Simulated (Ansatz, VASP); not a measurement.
## ZrB2 in VASP and in Ansatz

```
CELL_PARAMETERS angstrom
3.17068 0.00000 0.00000
-1.58534 2.74589 0.00000
0.00000 0.00000 3.54354
ATOMIC_POSITIONS crystal
Zr 0.00000 0.00000 0.00000
B 0.33333 0.66667 0.50000
B 0.66667 0.33333 0.50000
```

Alike in both runs: functional PBE; k mesh 12 × 12 × 10; occupations gaussian, width 0.1 eV; no spin polarisation.

Ansatz relaxed the structure, and its values are those at the end. VASP's run is a single point on that final structure, the one shown.

```csv
,VASP,Ansatz
version,VASP 6.6.1,Ansatz 0.2.0
potentials or method,"VASP PAW PBE potentials, release 64 (Zr_sv, B)","scalar-relativistic, plane waves, PAW"
plane-wave cutoff (eV),520,420
valence electrons in the cell,18,18
```

Ansatz gave:

- gap on the k mesh at the Fermi level (eV): none
- pressure (GPa): 0.0

Question: Estimate VASP's values.

Answer: gap on the k mesh at the Fermi level (eV): none; pressure (GPa): 0.1.

A gap of «none» marks a metal or a gap that the smearing closes. With one functional, cell and mesh, what is left measures potentials, basis and numerics.
